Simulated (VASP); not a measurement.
# ZnSe (Stilleite) (F-43m) in VASP: further runs, part 2 of 2

VASP 6.6.1. The steps go on from the part before.

## (6) Relaxation of cell and atoms, LDA

This run uses another cell than the first one, of 21.68 Å³/atom, 0.953 times its volume.

Input file INCAR:

```
ALGO = Normal ; EDIFF = 1E-7
EDIFFG = -0.005 ; ENCUT = 600
GGA = CA ; IBRION = 2
ISIF = 3 ; ISMEAR = 0
LASPH = True ; LCHARG = False
LREAL = False ; LWAVE = False
NELM = 80 ; NSW = 90
PREC = Accurate ; SIGMA = 0.03
```

Input file KPOINTS:

```
k-points
0
Gamma
  8 8 8
```

Input file POSCAR:

```
ZnSe                                    
1.0
    0.0000000000      2.7882745102      2.7882745102
    2.7882745102      0.0000000000      2.7882745102
    2.7882745102      2.7882745102      0.0000000000
  Zn              Se            
     1     1
Direct
     0.0000000000000000    0.0000000000000000    0.0000000000000000
     0.2500000000000000    0.2500000000000000    0.2500000000000000
```

Potentials or basis: VASP PAW LDA potentials, release 64 (Zn, Se).

The run is started by

```console
cat potpaw_LDA.64/Zn/POTCAR potpaw_LDA.64/Se/POTCAR > POTCAR
mpirun -np 1 vasp_std > vasp.out
```

OUTCAR:

```text
EDIFF = 1E-7
   EDIFFG = -0.005
   ENCUT = 600
   GGA = CA
   IBRION = 2
   ISIF = 3
   ISMEAR = 0
   LASPH = True
   LREAL = False
   NELM = 80
   NSW = 90
   PREC = Accurate

 ion  position               nearest neighbor table
   1  0.000  0.000  0.000-   2 2.41   2 2.41   2 2.41   2 2.41
   2  0.250  0.250  0.250-   1 2.41   1 2.41   1 2.41   1 2.41

  LATTYP: Found a face centered cubic cell.
 ALAT       =     5.5765490204

  Lattice vectors:

 A1 = (   0.0000000000,   2.7882745102,   2.7882745102)
 A2 = (   2.7882745102,   0.0000000000,   2.7882745102)
 A3 = (   2.7882745102,   2.7882745102,   0.0000000000)

Analysis of symmetry for initial positions (statically):
=====================================================================
 Subroutine PRICEL returns:
 Original cell was already a primitive cell.

 Routine SETGRP: Setting up the symmetry group for a
 face centered cubic supercell.

 Subroutine GETGRP returns: Found 24 space group operations
 (whereof 24 operations were pure point group operations)
 out of a pool of 48 trial point group operations.

The static configuration has the point symmetry T_d .

Analysis of symmetry for dynamics (positions and initial velocities):
=====================================================================
 Subroutine PRICEL returns:
 Original cell was already a primitive cell.

 Routine SETGRP: Setting up the symmetry group for a
 face centered cubic supercell.

 Subroutine GETGRP returns: Found 24 space group operations
 (whereof 24 operations were pure point group operations)
 out of a pool of 48 trial point group operations.

The dynamic configuration has the point symmetry T_d .

 Subroutine INISYM returns: Found 24 space group operations
 (whereof 24 operations are pure point group operations),
 and found     1 'primitive' translations

----------------------------------------------------------------------------------------

                                     Primitive cell

  volume of cell :      43.3547

  direct lattice vectors                    reciprocal lattice vectors
     0.000000000  2.788274510  2.788274510    -0.179322372  0.179322372  0.179322372
     2.788274510  0.000000000  2.788274510     0.179322372 -0.179322372  0.179322372
     2.788274510  2.788274510  0.000000000     0.179322372  0.179322372 -0.179322372

  length of vectors
     3.943215628  3.943215628  3.943215628     0.310595460  0.310595460  0.310595460

  position of ions in fractional coordinates (direct lattice)
     0.000000000  0.000000000  0.000000000
     0.250000000  0.250000000  0.250000000

  ion indices of the primitive-cell ions
   primitive index   ion index
                 1           1
                 2           2

----------------------------------------------------------------------------------------

 KPOINTS: k-points

Automatic generation of k-mesh.
 Grid dimensions read from file:
 generate k-points for:    8    8    8

 Generating k-lattice:

  Cartesian coordinates                     Fractional coordinates (reciprocal lattice)
    -0.022415297  0.022415297  0.022415297     0.125000000  0.000000000  0.000000000
     0.022415297 -0.022415297  0.022415297     0.000000000  0.125000000  0.000000000
     0.022415297  0.022415297 -0.022415297     0.000000000  0.000000000  0.125000000

  Length of vectors
     0.038824432  0.038824432  0.038824432

  Shift w.r.t. Gamma in fractional coordinates (k-lattice)
     0.000000000  0.000000000  0.000000000

 Subroutine IBZKPT returns following result:
 ===========================================

 Found     29 irreducible k-points:

 Following reciprocal coordinates:
            Coordinates               Weight
  0.000000  0.000000  0.000000      1.000000
  0.125000  0.000000  0.000000      8.000000
  0.250000  0.000000  0.000000      8.000000
  0.375000  0.000000  0.000000      8.000000
  0.500000  0.000000  0.000000      4.000000
  0.125000  0.125000  0.000000      6.000000
[... 16 lines left out ...]
  0.500000  0.250000  0.125000     48.000000
 -0.375000  0.250000  0.125000     24.000000
 [... further k-points ...]
   k-points           NKPTS =     29   k-points in BZ     NKDIM =     29   number of bands    NBANDS=     13
   number of dos      NEDOS =    301   number of ions     NIONS =      2
   total plane-waves  NPLWV =  32768
   dimension x,y,z NGX =    32 NGY =   32 NGZ =   32
   dimension x,y,z NGXF=    64 NGYF=   64 NGZF=   64
   ions per type =               1   1
   NGX,Y,Z   is equivalent  to a cutoff of  13.49, 13.49, 13.49 a.u.
   NGXF,Y,Z  is equivalent  to a cutoff of  26.98, 26.98, 26.98 a.u.
 SYSTEM =  unknown system
   PREC   = accura    normal or accurate (medium, high low for compatibility)
   ISTART =      0    job   : 0-new  1-cont  2-samecut
   ICHARG =      2    charge: 1-file 2-atom 10-const
   ISPIN  =      1    spin polarized calculation?
   LNONCOLLINEAR =      F non collinear calculations
   LSORBIT =      F    spin-orbit coupling
   LASPH  =      T    aspherical Exc in radial PAW
   ENCUT  =  600.0 eV  44.10 Ry    6.64 a.u.   7.88  7.88  7.88*2*pi/ulx,y,z
   NELM   =     80;   NELMIN=  2; NELMDL= -5     # of ELM steps
   EDIFF  = 0.1E-06   stopping-criterion for ELM
   LREAL  =      F    real-space projection
   EDIFFG = -.5E-02   stopping-criterion for IOM
   NSW    =     90    number of steps for IOM
   IBRION =      2    ionic relax: 0-MD 1-quasi-New 2-CG
   NFREE  =      1    steps in history (QN), initial steepest desc. (CG)
   ISIF   =      3    stress and relaxation
   ISYM   =      2    0-nonsym 1-usesym 2-fastsym
   POTIM  = 0.5000    time-step for ionic-motion
   TEBEG  =    0.0;   TEEND  =   0.0 temperature during run
   PSTRESS=    0.0 pullay stress
   NELECT =      18.0000    total number of electrons
   NUPDOWN=      -1.0000    fix difference up-down
   EMIN   =  10.00;   EMAX   =-10.00  energy-range for DOS
   EFERMI =   0.00;   METHOD = LEGACY
   ISMEAR =     0;   SIGMA  =   0.03  broadening in eV -4-tet -1-fermi 0-gaus
   EFERMI_NEDOS =   21; number of points for ismear=-14 and -15
   IALGO  =     38    algorithm
   IMIX   =      4    mixing-type and parameters
     AMIX     =   0.40;   BMIX     =  1.00
     AMIX_MAG =   1.60;   BMIX_MAG =  1.00
  volume/ion in A,a.u.               =      21.68       146.29
  Fermi-wavevector in a.u.,A,eV,Ry     =   1.221294  2.307911 20.293885  1.491558
  Thomas-Fermi vector in A             =   2.356481
   LORBIT       =      0    0 simple, 1 ext, 2 COOP (PROOUT), +10 PAW based schemes
   GGA     = CA    functional components
   LHFCALC =     F    Hartree Fock is set to
   AEXX    =    0.0000 exact exchange contribution
   IVDW    =     0    specifies the selected vdW correction
   LEPSILON=     F    determine dielectric tensor
   LRPA    =     F    only Hartree local field effects (RPA)
 conjugate gradient relaxation of ions
 non-spin polarized calculation
 Gauss-broadening in eV      SIGMA  =   0.03
  energy-cutoff  :      600.00
  volume of cell :       43.35
 maximum number of plane-waves:      1459
   NGX = 15   NGY = 15   NGZ = 15

 number of electron      17.9999991 magnetization

 Free energy of the ion-electron system (eV)
  ---------------------------------------------------
  ext. energy  EPLUGINS =         0.00000000
  ---------------------------------------------------
  free energy    TOTEN  =        -7.37191155 eV

  energy without entropy =       -7.37191155  energy(sigma->0) =       -7.37191155

 E-fermi :   2.1438     XC(G=0):  -9.9160

 val. band max:        1.9465365439   @ k =   0.0000   0.0000   0.0000
 cond. band min:       3.2158198256   @ k =   0.0000   0.0000   0.0000
 fundamental gap:      1.2692832817
 Fermi energy:         2.1438332069

 k-point     1 :       0.0000    0.0000    0.0000
  band No.  band energies     occupation
      1     -11.6664      2.00000
      2      -4.9197      2.00000
      3      -4.9197      2.00000
      4      -4.9197      2.00000
      5      -4.5158      2.00000
      6      -4.5158      2.00000
      7       1.9465      2.00000
      8       1.9465      2.00000
      9       1.9465      2.00000
     10       3.2158      0.00000
     11       7.6316      0.00000
     12       7.6316      0.00000
     13       7.6316      0.00000
[... 353 lines left out ...]
 k-point    24 :      -0.3750    0.2500    0.1250
  band No.  band energies     occupation
      1     -10.6388      2.00000
      2      -4.8114      2.00000
      3      -4.7671      2.00000
      4      -4.5558      2.00000
      5      -4.5087      2.00000
      6      -4.2792      2.00000
      7      -3.2893      2.00000
      8      -0.6774      2.00000
      9       0.3388      2.00000
     10       6.1863      0.00000
     11       7.3109      0.00000
     12       9.3738      0.00000
     13      10.6308      0.00000

 [... further k-points ...]
[... 5 lines left out ...]
  --------------------------------------------------------------------------------------
  -------------------------------------------------------------------------------------
  Total       -0.0052228     -0.0052228     -0.0052228      0.0000000      0.0000000      0.0000000
  in kB       -0.1930107     -0.1930107     -0.1930107      0.0000000      0.0000000      0.0000000
  external PRESSURE =      -0.1930107 kB  Pullay stress =       0.0000000 kB

 VOLUME and BASIS-vectors are now :
 -----------------------------------------------------------------------------
  energy-cutoff  :      600.00
  volume of cell :       43.35
      direct lattice vectors                 reciprocal lattice vectors
     0.000000000  2.788274510  2.788274510    -0.179322372  0.179322372  0.179322372
     2.788274510  0.000000000  2.788274510     0.179322372 -0.179322372  0.179322372
     2.788274510  2.788274510  0.000000000     0.179322372  0.179322372 -0.179322372

 POSITION                                       TOTAL-FORCE (eV/Angst)
 -----------------------------------------------------------------------------------
      0.00000      0.00000      0.00000         0.000000      0.000000      0.000000
      1.39414      1.39414      1.39414        -0.000000     -0.000000     -0.000000
 -----------------------------------------------------------------------------------
    total drift:                                0.000000      0.000000      0.000000

  FREE ENERGIE OF THE ION-ELECTRON SYSTEM (eV)
  ---------------------------------------------------
  free  energy   TOTEN  =        -7.3719115480 eV

  energy  without entropy=       -7.3719115480  energy(sigma->0) =       -7.37191155

 reached required accuracy - stopping structural energy minimisation
```

CONTCAR:

```text
ZnSe
   1.00000000000000
     0.0000000000000000    2.7882745101999999    2.7882745101999999
     2.7882745101999999    0.0000000000000000    2.7882745101999999
     2.7882745101999999    2.7882745101999999    0.0000000000000000
  Zn              Se
     1     1
Direct
     0.0000000000000000    0.0000000000000000    0.0000000000000000
     0.2500000000000000    0.2500000000000000    0.2500000000000000

  0.00000000E+00  0.00000000E+00  0.00000000E+00
  0.00000000E+00  0.00000000E+00  0.00000000E+00
```

Wall time 9.9 s (1 thread of AMD EPYC 9R45 (Zen 5), shared host); peak memory 0.13 GiB.

What came out:

```yaml
Free_energy: -7.3719 eV
Pressure_after_relaxing: 0.0 GPa
Band_gap_on_the_k_mesh: 1.27 eV, direct
```

Final structure:
```yaml
crystal:
  lattice:
    - [0.00000, 2.78827, 2.78827]
    - [2.78827, 0.00000, 2.78827]
    - [2.78827, 2.78827, 0.00000]
  atoms:
    - { symbol: Zn, position: [0.00000, 0.00000, 0.00000] }
    - { symbol: Se, position: [0.25000, 0.25000, 0.25000] }
```

Caveat: the relaxation stopped at its first step, so nothing moved. Expect the measured gap to be larger: semilocal functionals such as LDA lack the derivative discontinuity.

## (7) The runs side by side

| task | level | potentials or basis | cell | k mesh | cutoff (eV) | gap on the mesh (eV) | pressure (GPa) |
| --- | --- | --- | --- | --- | --- | --- | --- |
| relaxation of cell and atoms | r2SCAN | VASP PAW PBE potentials, release 64 (Zn, Se) | relaxed | 8 × 8 × 8 | 600 | 1.87 | 0.0 |
| single point | LDA | VASP PAW LDA potentials, release 64 (Zn, Se) | F-43m, 22.76 Å³/atom | 6 × 6 × 6 | 520 | 1.07 | -3.1 |
| relaxation of cell and atoms | LDA | VASP PAW LDA potentials, release 64 (Zn, Se) | relaxed | 8 × 8 × 8 | 600 | 1.27 | 0.0 |

Alike in all rows: no spin polarisation; smearing gaussian 0.03 eV.

Caveats: the relaxation stopped at its first step, so nothing moved (some runs); the PAW data sets were made with another functional, which shifts forces and pressure a little (some runs).

Absolute energies hang on the potentials; compare differences alone.

## (8) Comparison with measurements

Step 4. Against the measured gap of ZnSe, 2.695 eV (an exciton energy, a little under the gap; 300 K; “Alloy Disordering Effects on the Thermal Conductivity and Energy Gap Temperature Dependence of Cd1−xZnxSe Ternary Crystals Grown by the Bridgman Method”, 2023, pmc:10253836), the calculated 1.07 eV is off by -1.63 eV. So large a miss can be the level of theory's own, or it may mean another phase, state or a wrong row. Spin-orbit coupling on Se is left out. The value is that of LDA, without temperature or zero-point motion. Semilocal functionals fall short of measured gaps as a rule.
